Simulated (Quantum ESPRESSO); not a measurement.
A calculation with Quantum ESPRESSO 7.5 of Ta (ASE script, structure typed inline):

run.py

```python
import numpy as np
from ase.calculators.espresso import Espresso, EspressoProfile
from ase import Atoms

atoms = Atoms(['Ta'],
              cell=[[-1.65128, 1.65128, 1.65128], [1.65128, -1.65128, 1.65128], [1.65128, 1.65128, -1.65128]],
              scaled_positions=[[0.0, 0.0, 0.0]],
              pbc=True)

input_data = {
    'control': {'calculation': 'scf', 'prefix': 'pwscf', 'outdir': './tmp', 'tprnfor': True, 'tstress': True, 'disk_io': 'nowf'},
    'system': {'ecutwfc': 55.0, 'ecutrho': 440.0, 'nbnd': 12, 'occupations': 'smearing', 'smearing': 'fd', 'degauss': 0.00367493},
    'electrons': {'conv_thr': 2e-10, 'electron_maxstep': 120, 'mixing_beta': 0.5},
}
pseudopotentials = {'Ta': 'Ta_pbe_v1.uspp.F.UPF'}
profile = EspressoProfile(command='pw.x', pseudo_dir='pseudo')
atoms.calc = Espresso(profile=profile, input_data=input_data, pseudopotentials=pseudopotentials, kpts=(11, 11, 11), koffset=(0, 0, 0))

print(f'energy {atoms.get_potential_energy():.8f} eV')
print('forces (eV/A)')
print(np.round(atoms.get_forces(), 6))
print('stress (eV/A^3, Voigt)')
print(np.round(atoms.get_stress(), 8))
print(f'Fermi level {atoms.calc.get_fermi_level():.4f} eV')
```

Potentials or basis: SSSP 1.3 efficiency PBE.

Launch:

```console
$ OMP_NUM_THREADS=1 python run.py
```

Q: Write the same calculation in another form: native input, structure typed inline.

A: As run:

pw.in

```
&CONTROL
  calculation = 'scf'
  prefix = 'pwscf'
  outdir = './tmp'
  pseudo_dir = './pseudo'
  tprnfor = .true.
  tstress = .true.
  disk_io = 'low'
/
&SYSTEM
  ibrav = 0
  nat = 1
  ntyp = 1
  ecutwfc = 55
  ecutrho = 440
  nbnd = 12
  occupations = 'smearing'
  smearing = 'fd'
  degauss = 0.00367493
/
&ELECTRONS
  conv_thr = 2d-10
  electron_maxstep = 120
  mixing_beta = 0.5
/
ATOMIC_SPECIES
Ta   180.9479 Ta_pbe_v1.uspp.F.UPF
CELL_PARAMETERS angstrom
  -1.6512800000    1.6512800000    1.6512800000
   1.6512800000   -1.6512800000    1.6512800000
   1.6512800000    1.6512800000   -1.6512800000
ATOMIC_POSITIONS crystal
Ta     0.0000000000    0.0000000000    0.0000000000
K_POINTS automatic
11 11 11 0 0 0
```

The input pp_density.in:

```
&INPUTPP
  prefix = 'pwscf'
  outdir = './tmp'
  filplot = 'density.dat'
  plot_num = 0
/
&PLOT
  nfile = 1
  filepp(1) = 'density.dat'
  iflag = 3
  output_format = 6
  fileout = 'density.cube'
/
```

File pp_potential.in:

```
&INPUTPP
  prefix = 'pwscf'
  outdir = './tmp'
  filplot = 'potential.dat'
  plot_num = 11
/
&PLOT
  nfile = 1
  filepp(1) = 'potential.dat'
  iflag = 3
  output_format = 6
  fileout = 'potential.cube'
/
```

Potentials or basis: SSSP 1.3 efficiency PBE.

The run is started by

```bash
$ OMP_NUM_THREADS=1 pw.x -in pw.in > pw.out
$ OMP_NUM_THREADS=1 pp.x -in pp_density.in > pp_density.out
$ OMP_NUM_THREADS=1 pp.x -in pp_potential.in > pp_potential.out
```

Both were run:

|  | ASE script, structure typed inline | native input, structure typed inline |
| --- | --- | --- |
| Pressure | 2.4 GPa | 2.4 GPa |
| Band gap on the k mesh | none (metal or under the smearing width) | none (metal or under the smearing width) |

Keys that steer only the numerical path or the files written may differ.
